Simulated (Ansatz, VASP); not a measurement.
# AlFe in VASP and in Ansatz

The input INCAR:

```
SYSTEM = AlFe
  PREC = Accurate
  ENCUT = 520
  EDIFF = 1E-7
  ISMEAR = -1
  SIGMA = 0.1
  LREAL = .False.
  LASPH = .True.
  NELM = 80
  ALGO = Normal
  ISIF = 2
  LWAVE = .False.
  LCHARG = .False.
  GGA = PE
  NBANDS = 12
```

File KPOINTS:

```
regular mesh
0
Gamma
  11 11 11
  0 0 0
```

The input POSCAR:

```
AlFe
1.0
    2.9100000000      0.0000000000      0.0000000000
    0.0000000000      2.9100000000      0.0000000000
    0.0000000000      0.0000000000      2.9100000000
Al Fe
1 1
Direct
    0.0000000000      0.0000000000      0.0000000000
    0.5000000000      0.5000000000      0.5000000000
```

Input for Ansatz:

```yaml
crystal:
  lattice:
    - [2.91, 0.0, 0.0]
    - [0.0, 2.91, 0.0]
    - [0.0, 0.0, 2.91]
  atoms:
    - { symbol: Al, position: [0.0, 0.0, 0.0] }
    - { symbol: Fe, position: [0.5, 0.5, 0.5] }
kpoints:
  mp_grid: { grid: [11, 11, 11] }
scf:
  occupations: { method: fermi_dirac, width: 0.1 }
  lower_state_search: "off"
hamiltonian:
  xc: pbe
  pseudopotentials: { kind: paw }
output:
  forces: true
  stress: true
  eigenvalues: true
  write_density: true
  write_potential: true
  elf: true
  volumetric_format: npy
```

Alike in both runs: task single point; functional PBE; k mesh 11 × 11 × 11; occupations fermi-dirac, width 0.1 eV; no spin polarisation.

|  | VASP | Ansatz |
| --- | --- | --- |
| version | VASP 6.6.1 | Ansatz 0.2.0 |
| potentials or method | VASP PAW PBE potentials, release 64 (Al, Fe) | PAW with Ansatz's default frozen-core files, scalar-relativistic |
| plane-wave cutoff (eV) | 520 | 420 |
| valence electrons in the cell | 11 | 19 |

```csv
,VASP,Ansatz,Ansatz less VASP
pressure (GPa),-6.6,-6.6,+0.02
```

The two sets of potentials don't hold the same shells in valence.

Spin polarisation is off, so any magnetic state and its effect on volume and gap are missing.
